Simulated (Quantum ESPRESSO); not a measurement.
# 2H-MoS2: a series in the number of layers, part 2 of 8

What law, if any, do the results for 2H-MoS2 follow against the number of layers?

Quantum ESPRESSO 7.5; plane-wave DFT, PBE-D3(BJ), GBRV ultrasoft pseudopotentials.

So far. Step 2 (Relaxing the ions, 1 layers): The relaxation lowers the energy by 32 meV an atom.

### Step 3. Ground state, 1 layers

A run with the dipole correction and no field is the reference.

m0.f0.in reads:

```
&control
  prefix = 'm0.f0'
  outdir = './out'
  pseudo_dir = './pseudo'
  calculation = 'scf'
  tprnfor = .true.
  tefield = .true.
  dipfield = .true.
/
&system
  ibrav = 0
  nat = 3
  ntyp = 2
  ecutwfc = 40
  ecutrho = 200
  vdw_corr = 'grimme-d3'
  dftd3_version = 4
  occupations = 'fixed'
  edir = 3
  emaxpos = 0.97
  eopreg = 0.04
  eamp = 0.0
  nbnd = 17
/
&electrons
  conv_thr = 1e-09
  mixing_beta = 0.4
  electron_maxstep = 120
  mixing_mode = 'plain'
/
ATOMIC_SPECIES
  S   32.0600  s_pbe_v1.4.uspp.F.UPF
  Mo  95.9500  mo_pbe_v1.uspp.F.UPF
CELL_PARAMETERS angstrom
  3.18000000000000 0.00000000000000 0.00000000000000
  -1.59000000000000 2.75396078403451 0.00000000000000
  0.00000000000000 0.00000000000000 19.26259773799958
ATOMIC_POSITIONS crystal
  S   0.333333333300 0.666666666700 0.419131727300
  Mo  0.000000000000 0.000000000000 0.500000000000
  S   0.333333333300 0.666666666700 0.580868272700
K_POINTS automatic
  6 6 1 0 0 0
```

On the command line:

```sh
$ OMP_NUM_THREADS=1 mpirun -n 8 pw.x -nk 2 -in m0.f0.in > m0.f0.out
```

The log of the run:

```text
[banner, memory and clock lines left out]
Program PWSCF v.7.5 starts
[citation notice left out]

[...]
bravais-lattice index     =            0
     lattice parameter (alat)  =       6.0093  a.u.
     unit-cell volume          =    1138.4038 (a.u.)^3
     number of atoms/cell      =            3
     number of atomic types    =            2
     number of electrons       =        26.00
     number of Kohn-Sham states=           17
     kinetic-energy cutoff     =      40.0000  Ry
     charge density cutoff     =     200.0000  Ry
     scf convergence threshold =      1.0E-09
     mixing beta               =       0.4000
     number of iterations used =            8  plain     mixing
     Exchange-correlation= SLA  PW   PBE  PBE
                           (   1   4   3   4   0   0   0)

[...]
PseudoPot. # 1 for S  read from file:
     ./pseudo/s_pbe_v1.4.uspp.F.UPF
     Pseudo is Ultrasoft + core correction, Zval =  6.0
     Generated by new atomic code, or converted to UPF format
     Using radial grid of  907 points,  6 beta functions with:
                l(1) =   0
                l(2) =   0
                l(3) =   1
                l(4) =   1
                l(5) =   2
                l(6) =   2
     Q(r) pseudized with  8 coefficients,  rinner =    1.300   1.300   1.300
                                                       1.300   1.300

     PseudoPot. # 2 for Mo read from file:
     ./pseudo/mo_pbe_v1.uspp.F.UPF
     Pseudo is Ultrasoft + core correction, Zval = 14.0
     Generated by new atomic code, or converted to UPF format
     Using radial grid of  889 points,  6 beta functions with:
                l(1) =   0
                l(2) =   0
                l(3) =   1
                l(4) =   1
                l(5) =   2
                l(6) =   2
     Q(r) pseudized with  6 coefficients,  rinner =    1.000   1.000   1.000
                                                       1.000   1.000

     atomic species   valence    mass     pseudopotential
     S                 6.00    32.06000     S ( 1.00)
     Mo               14.00    95.95000     Mo( 1.00)

     No symmetry found

[...]
number of k points=    20
[...]
Dense  grid:    54601 G-vectors     FFT dimensions: (  27,  27, 180)

     Smooth grid:    38739 G-vectors     FFT dimensions: (  25,  25, 150)

     Initial potential from superposition of free atoms

     starting charge      25.9989, renormalised to      26.0000

     negative rho (up, down):  2.710E-03 0.000E+00

     Adding external electric field

     Computed dipole along edir(3) :
        Dipole               -0.0000 Ry au,         -0.0000 Debye
        Dipole field         -0.0000 Ry au,

        Potential amp.        0.0000 Ry
        Total length         34.9450 bohr

     Starting wfcs are   21 randomized atomic wfcs

     per-process dynamical memory:    39.5 Mb

     Self-consistent Calculation

     iteration #  1     ecut=    40.00 Ry     beta= 0.40
     Davidson diagonalization with overlap
     ethr =  1.00E-02,  avg # of iterations =  2.1

     Threshold (ethr) on eigenvalues was too large:
     Diagonalizing with lowered threshold

     Davidson diagonalization with overlap
     ethr =  3.07E-04,  avg # of iterations =  3.0

     negative rho (up, down):  2.755E-03 0.000E+00

     Adding external electric field

     Computed dipole along edir(3) :
        Dipole                0.0000 Ry au,          0.0001 Debye
        Dipole field          0.0000 Ry au,

        Potential amp.       -0.0000 Ry
        Total length         34.9450 bohr

     total energy              =    -187.78291291 Ry
     estimated scf accuracy    <       0.10764458 Ry

     iteration #  2     ecut=    40.00 Ry     beta= 0.40
[...]
negative rho (up, down):  2.745E-03 0.000E+00

[...]
Dipole               -0.0000 Ry au,         -0.0000 Debye
[...]
total energy              =    -187.78883292 Ry
     estimated scf accuracy    <       0.04682294 Ry

     iteration #  3     ecut=    40.00 Ry     beta= 0.40
[...]
negative rho (up, down):  2.768E-03 0.000E+00

[...]
Dipole                0.0000 Ry au,          0.0001 Debye
[...]
total energy              =    -187.79750803 Ry
     estimated scf accuracy    <       0.02135004 Ry

     iteration #  4     ecut=    40.00 Ry     beta= 0.40
[...]
negative rho (up, down):  2.766E-03 0.000E+00

[...]
Dipole               -0.0004 Ry au,         -0.0011 Debye
[...]
total energy              =    -187.79987921 Ry
     estimated scf accuracy    <       0.00107637 Ry

     iteration #  5     ecut=    40.00 Ry     beta= 0.40
[...]
negative rho (up, down):  2.755E-03 0.000E+00

[...]
Dipole                0.0019 Ry au,          0.0047 Debye
[...]
total energy              =    -187.79999489 Ry
     estimated scf accuracy    <       0.00014078 Ry

     iteration #  6     ecut=    40.00 Ry     beta= 0.40
[...]
negative rho (up, down):  2.754E-03 0.000E+00

[...]
Dipole               -0.0012 Ry au,         -0.0032 Debye
[...]
total energy              =    -187.80002895 Ry
     estimated scf accuracy    <       0.00002975 Ry

[...]
iteration #  9     ecut=    40.00 Ry     beta= 0.40
[...]
negative rho (up, down):  2.748E-03 0.000E+00

[...]
Dipole                0.0000 Ry au,          0.0000 Debye
[...]
total energy              =    -187.80003369 Ry
     estimated scf accuracy    <       0.00000078 Ry

     iteration # 10     ecut=    40.00 Ry     beta= 0.40
[...]
negative rho (up, down):  2.748E-03 0.000E+00

[...]
Dipole                0.0000 Ry au,          0.0000 Debye
[...]
total energy              =    -187.80003377 Ry
     estimated scf accuracy    <       0.00000003 Ry

     iteration # 11     ecut=    40.00 Ry     beta= 0.40
[...]
negative rho (up, down):  2.747E-03 0.000E+00

[...]
Dipole               -0.0000 Ry au,         -0.0000 Debye
[...]
total energy              =    -187.80003377 Ry
     estimated scf accuracy    <       0.00000001 Ry

     iteration # 12     ecut=    40.00 Ry     beta= 0.40
[...]
negative rho (up, down):  2.747E-03 0.000E+00

[...]
Dipole                0.0000 Ry au,          0.0001 Debye
[...]
End of self-consistent calculation

          k = 0.0000 0.0000 0.0000 (  4777 PWs)   bands (ev):

   -61.6674 -35.8036 -35.5937 -35.5937 -14.8850 -13.5618  -6.4001  -3.4103
    -3.4103  -2.5427  -2.2983  -2.2983  -0.7686   1.9918   1.9918   2.2534
     2.2534

          k = 0.0000 0.1925 0.0000 (  4845 PWs)   bands (ev):

   -61.6580 -35.7848 -35.6894 -35.6155 -14.4902 -13.4017  -5.9905  -4.1587
    -3.6973  -3.0032  -2.8461  -1.8516  -1.0580   1.5410   1.8068   1.8647
     2.5882

[...]
highest occupied, lowest unoccupied level (ev):    -0.7686    0.8824

!    total energy              =    -187.80003378 Ry
     estimated scf accuracy    <          4.2E-10 Ry

     The total energy is the sum of the following terms:
     one-electron contribution =   -1059.27565888 Ry
     hartree contribution      =     530.21314255 Ry
     xc contribution           =     -36.28333013 Ry
     ewald contribution        =     377.61422872 Ry
     DFT-D3 Dispersion         =      -0.06841603 Ry
     electric field correction =       0.00000000 Ry

     convergence has been achieved in  12 iterations

     negative rho (up, down):  2.747E-03 0.000E+00

     Forces acting on atoms (cartesian axes, Ry/au):

     atom    1 type  1   force =     0.00000001    0.00000001    0.00000199
     atom    2 type  2   force =    -0.00000000   -0.00000007    0.00000239
     atom    3 type  1   force =    -0.00000001    0.00000006   -0.00000438

     Total force =     0.000005     Total SCF correction =     0.000081
     SCF correction compared to forces is large: reduce conv_thr to get better values

[...]
```

It took 6 s on 8 MPI ranks of Arm Neoverse V2, shared host; peak memory 0.64 GiB; 47 s of CPU time.

Read from the output:

```
dipole along the normal              : 2.08e-5 e·Å
valence top, on the run's zero       : -0.7686 eV
conduction bottom, on the run's zero : 0.8824 eV
gap by band count                    : 1.651 eV
```

### Step 4. Potential by pp.x, 1 layers

plot_num = 11 writes the bare and Hartree potential, from which vacuum levels or, in a crystal, the mean potential are read.

m0.f0.pot.in reads:

```
&inputpp
  prefix = 'm0.f0'
  outdir = './out'
  filplot = 'm0.f0.pot.dat'
  plot_num = 11
/
```

On the command line:

```sh
$ OMP_NUM_THREADS=1 mpirun -n 8 pp.x -in m0.f0.pot.in > m0.f0.pot.out
```

The log of the run:

```text
[banner, memory and clock lines left out]
Program POST-PROC v.7.5 starts

          URL

     ./out/m0.f0.save/

     IMPORTANT: XC functional enforced from input :
     Exchange-correlation= PBE
                           (   1   4   3   4   0   0   0)
     Any further DFT definition will be discarded
     Please, verify this is what you really want

     negative rho (up, down):  2.747E-03 0.000E+00

     Adding external electric field

     Computed dipole along edir(3) :
        Dipole                0.0000 Ry au,          0.0001 Debye
        Dipole field          0.0000 Ry au,

        Potential amp.       -0.0000 Ry
        Total length         34.9450 bohr

     Calling punch_plot, plot_num =  11

     Adding external electric field

     Computed dipole along edir(3) :
        Dipole                0.0000 Ry au,          0.0001 Debye
        Dipole field          0.0000 Ry au,

        Potential amp.       -0.0000 Ry
        Total length         34.9450 bohr

     Writing data to file  m0.f0.pot.dat
     Message from routine chdens:
     namelist plot not found or invalid, exiting
```

The job ended after 0.83 s (8 MPI ranks; peak memory 0.09 GiB; 5.8 s of CPU time).

Numbers from this step:

* slope of the potential above: 4.26e-5 eV/Å
* upper vacuum line continued to the top atoms, over the valence top: 5.933 eV
* slope of the potential below: -3.38e-5 eV/Å
* lower vacuum line continued to the bottom atoms, over the valence top: 5.934 eV
* vacuum level at the upper face over the valence top of the mesh: 5.934 eV
* vacuum level at the lower face over the valence top of the mesh: 5.934 eV

Electrostatic potential energy of an electron, with the sawtooth; zero at the highest filled level of the SCF mesh. Potential energy, planar mean against z:

```csv
z (Å),"potential energy, planar mean (eV)"
0,5.93
1,5.93
2,5.93
3,5.93
4,5.93
5,5.93
6,5.86
7,4.17
8,-12.8
9,-9.25
10,-18.4
11,-12.2
12,1.96
13,5.76
14,5.92
15,5.93
16,5.93
17,5.93
18,5.93
19,5.93
```

### Step 5. Self-consistent run, 1 layers: field 0.1 V/Å

The same atoms in a field; the change of the dipole measures the screening.

m0.f1.in is the input of step 3 with these lines changed:

```diff
@@ -1,3 +1,3 @@
 &control
-  prefix = 'm0.f0'
+  prefix = 'm0.f1'
   outdir = './out'
@@ -21,3 +21,3 @@
   eopreg = 0.04
-  eamp = 0.0
+  eamp = 0.00194469
   nbnd = 17
@@ -29,2 +29,3 @@
   mixing_mode = 'plain'
+  startingpot = 'file'
 /
```

On the command line:

```sh
$ cp -r out/m0.f0.save out/m0.f1.save
$ OMP_NUM_THREADS=1 mpirun -n 8 pw.x -nk 2 -in m0.f1.in > m0.f1.out
```

The log of the run:

```text
[banner, memory and clock lines left out]
Program PWSCF v.7.5 starts
[citation notice left out]

[...]
bravais-lattice index     =            0
     lattice parameter (alat)  =       6.0093  a.u.
     unit-cell volume          =    1138.4038 (a.u.)^3
     number of atoms/cell      =            3
     number of atomic types    =            2
     number of electrons       =        26.00
     number of Kohn-Sham states=           17
     kinetic-energy cutoff     =      40.0000  Ry
     charge density cutoff     =     200.0000  Ry
     scf convergence threshold =      1.0E-09
     mixing beta               =       0.4000
     number of iterations used =            8  plain     mixing
     Exchange-correlation= SLA  PW   PBE  PBE
                           (   1   4   3   4   0   0   0)

[...]
PseudoPot. # 1 for S  read from file:
     ./pseudo/s_pbe_v1.4.uspp.F.UPF
     Pseudo is Ultrasoft + core correction, Zval =  6.0
     Generated by new atomic code, or converted to UPF format
     Using radial grid of  907 points,  6 beta functions with:
                l(1) =   0
                l(2) =   0
                l(3) =   1
                l(4) =   1
                l(5) =   2
                l(6) =   2
     Q(r) pseudized with  8 coefficients,  rinner =    1.300   1.300   1.300
                                                       1.300   1.300

     PseudoPot. # 2 for Mo read from file:
     ./pseudo/mo_pbe_v1.uspp.F.UPF
     Pseudo is Ultrasoft + core correction, Zval = 14.0
     Generated by new atomic code, or converted to UPF format
     Using radial grid of  889 points,  6 beta functions with:
                l(1) =   0
                l(2) =   0
                l(3) =   1
                l(4) =   1
                l(5) =   2
                l(6) =   2
     Q(r) pseudized with  6 coefficients,  rinner =    1.000   1.000   1.000
                                                       1.000   1.000

     atomic species   valence    mass     pseudopotential
     S                 6.00    32.06000     S ( 1.00)
     Mo               14.00    95.95000     Mo( 1.00)

     No symmetry found

[...]
number of k points=    20
[...]
Dense  grid:    54601 G-vectors     FFT dimensions: (  27,  27, 180)

     Smooth grid:    38739 G-vectors     FFT dimensions: (  25,  25, 150)

     The initial density is read from file :
     ./out/m0.f1.save/charge-density

     negative rho (up, down):  2.747E-03 0.000E+00

     Adding external electric field

     Computed dipole along edir(3) :
        Dipole                0.0000 Ry au,          0.0001 Debye
        Dipole field          0.0000 Ry au,

        E field amplitude [Ha a.u.]:  1.9447E-03
        Potential amp.        0.1359 Ry
        Total length         34.9450 bohr

     Starting wfcs are   21 randomized atomic wfcs

     per-process dynamical memory:    39.5 Mb

     Self-consistent Calculation

     iteration #  1     ecut=    40.00 Ry     beta= 0.40
     Davidson diagonalization with overlap
     ethr =  1.00E-05,  avg # of iterations =  9.1

     negative rho (up, down):  2.746E-03 0.000E+00

     Adding external electric field

     Computed dipole along edir(3) :
        Dipole                0.1648 Ry au,          0.4189 Debye
        Dipole field          0.0018 Ry au,

        E field amplitude [Ha a.u.]:  1.9447E-03
        Potential amp.        0.0088 Ry
        Total length         34.9450 bohr

     total energy              =    -187.79588061 Ry
     estimated scf accuracy    <       0.00783230 Ry

     iteration #  2     ecut=    40.00 Ry     beta= 0.40
[...]
negative rho (up, down):  2.747E-03 0.000E+00

[...]
Dipole                0.0447 Ry au,          0.1137 Debye
[...]
E field amplitude [Ha a.u.]:  1.9447E-03
[...]
total energy              =    -187.79318610 Ry
     estimated scf accuracy    <       0.08650212 Ry

     iteration #  3     ecut=    40.00 Ry     beta= 0.40
[...]
negative rho (up, down):  2.747E-03 0.000E+00

[...]
Dipole                0.0430 Ry au,          0.1092 Debye
[...]
E field amplitude [Ha a.u.]:  1.9447E-03
[...]
total energy              =    -187.80006461 Ry
     estimated scf accuracy    <       0.00006687 Ry

     iteration #  4     ecut=    40.00 Ry     beta= 0.40
[...]
negative rho (up, down):  2.747E-03 0.000E+00

[...]
Dipole                0.0449 Ry au,          0.1141 Debye
[...]
E field amplitude [Ha a.u.]:  1.9447E-03
[...]
total energy              =    -187.80012192 Ry
     estimated scf accuracy    <       0.00002060 Ry

     iteration #  5     ecut=    40.00 Ry     beta= 0.40
[...]
negative rho (up, down):  2.747E-03 0.000E+00

[...]
Dipole                0.0464 Ry au,          0.1180 Debye
[...]
E field amplitude [Ha a.u.]:  1.9447E-03
[...]
total energy              =    -187.80012307 Ry
     estimated scf accuracy    <       0.00000520 Ry

     iteration #  6     ecut=    40.00 Ry     beta= 0.40
[...]
negative rho (up, down):  2.747E-03 0.000E+00

[...]
Dipole                0.0463 Ry au,          0.1177 Debye
[...]
E field amplitude [Ha a.u.]:  1.9447E-03
[...]
total energy              =    -187.80012410 Ry
     estimated scf accuracy    <       0.00000008 Ry

     iteration #  7     ecut=    40.00 Ry     beta= 0.40
[...]
negative rho (up, down):  2.747E-03 0.000E+00

[...]
Dipole                0.0465 Ry au,          0.1181 Debye
[...]
E field amplitude [Ha a.u.]:  1.9447E-03
[...]
total energy              =    -187.80012429 Ry
     estimated scf accuracy    <       0.00000009 Ry

     iteration #  8     ecut=    40.00 Ry     beta= 0.40
[...]
negative rho (up, down):  2.747E-03 0.000E+00

[...]
Dipole                0.0466 Ry au,          0.1184 Debye
[...]
E field amplitude [Ha a.u.]:  1.9447E-03
[...]
total energy              =    -187.80012429 Ry
     estimated scf accuracy    <          6.6E-09 Ry

     iteration #  9     ecut=    40.00 Ry     beta= 0.40
[...]
negative rho (up, down):  2.747E-03 0.000E+00

[...]
Dipole                0.0466 Ry au,          0.1183 Debye
[...]
E field amplitude [Ha a.u.]:  1.9447E-03
[...]
total energy              =    -187.80012429 Ry
     estimated scf accuracy    <          1.1E-09 Ry

     iteration # 10     ecut=    40.00 Ry     beta= 0.40
[...]
negative rho (up, down):  2.747E-03 0.000E+00

[...]
Dipole                0.0465 Ry au,          0.1182 Debye
[...]
E field amplitude [Ha a.u.]:  1.9447E-03
[...]
End of self-consistent calculation

          k = 0.0000 0.0000 0.0000 (  4777 PWs)   bands (ev):

   -61.6536 -35.7898 -35.5798 -35.5798 -14.8712 -13.5479  -6.3862  -3.3964
    -3.3964  -2.5290  -2.2844  -2.2844  -0.7547   2.0055   2.0055   2.2673
     2.2673

          k = 0.0000 0.1925 0.0000 (  4845 PWs)   bands (ev):

   -61.6441 -35.7709 -35.6755 -35.6016 -14.4764 -13.3877  -5.9767  -4.1449
    -3.6834  -2.9894  -2.8321  -1.8379  -1.0440   1.5543   1.8208   1.8785
     2.6021

[...]
highest occupied, lowest unoccupied level (ev):    -0.7547    0.8963

!    total energy              =    -187.80012429 Ry
     estimated scf accuracy    <          3.0E-10 Ry

     The total energy is the sum of the following terms:
     one-electron contribution =   -1059.27447810 Ry
     hartree contribution      =     530.21199872 Ry
     xc contribution           =     -36.28330064 Ry
     ewald contribution        =     377.61422872 Ry
     DFT-D3 Dispersion         =      -0.06841603 Ry
     electric field correction =      -0.00015696 Ry

     convergence has been achieved in  10 iterations

     negative rho (up, down):  2.747E-03 0.000E+00

     Forces acting on atoms (cartesian axes, Ry/au):

     atom    1 type  1   force =     0.00000001   -0.00000001    0.00014524
     atom    2 type  2   force =    -0.00000001   -0.00000000   -0.00028018
     atom    3 type  1   force =     0.00000000    0.00000002    0.00013495

     Total force =     0.000343     Total SCF correction =     0.000107
     SCF correction compared to forces is large: reduce conv_thr to get better values

[...]
```

Wall time 5.6 s (8 MPI ranks); peak memory 0.64 GiB; 44 s of CPU time.

Read from the output:

```
free energy                          : -2555.1509 eV
dipole along the normal              : 0.02461 e·Å
valence top, on the run's zero       : -0.7547 eV
conduction bottom, on the run's zero : 0.8963 eV
```

(Part 2 of 8 ends here.)

[Logs are printed without paths, hosts, clocks, repeated set-up lines and the standing remarks that a program may print on its own settings, such as how far it seeks lower states.]

[Hosts, paths, dates, database ids (printed as entryN), source tags and the programs' standing remarks are cut or masked in the printed files.]

[Maps of the electrostatic potential energy from Ansatz leave out the sawtooth potential of an applied field or a dipole correction, so their vacuum need not be flat; planar profiles and work functions include it.]
